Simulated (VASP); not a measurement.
Input of a VASP 6.6.1 run:

INCAR

```
ALGO = Fast
EDIFF = 1E-6
ENCUT = 520
GGA = PS
ISIF = 2
ISMEAR = 0
LASPH = True
LCHARG = False
LREAL = False
LWAVE = False
NBANDS = 16
NELM = 100
PREC = Accurate
SIGMA = 0.03
```

Contents of KPOINTS:

```
k-points
0
Gamma
  10 10 10
```

File POSCAR:

```
Si
1.0
   -3.2256809613      3.2256809613      1.8647140902
    3.2256809613     -3.2256809613      1.8647140902
    3.2256809613      3.2256809613     -1.8647140902
Si
4
Direct
    0.1788010600      0.1788010600      0.3576021200
    0.8211989400      0.8211989400      0.6423978800
    0.1788010600      0.8211989400      0.0000000000
    0.8211989400      0.1788010600      0.0000000000
```

Potentials or basis: VASP PAW PBE potentials, release 64 (Si).

Command:

```sh
$ cat potpaw_PBE.64/Si/POTCAR > POTCAR
$ mpirun -np 1 vasp_std > vasp.out
```

Question: Predict the band gap on the k mesh.

Answer: None (metal or under the smearing width).

Question: Predict the largest force.

Answer: 0.131 eV/Å.

Question: Predict the pressure.

Answer: 9.2 GPa.

Stress tensor (GPa, compression positive):
```
9.06 0.00 0.00
0.00 9.06 0.00
0.00 0.00 9.49
```

Caveat: the PAW data sets were made with another functional, which shifts forces and pressure a little.
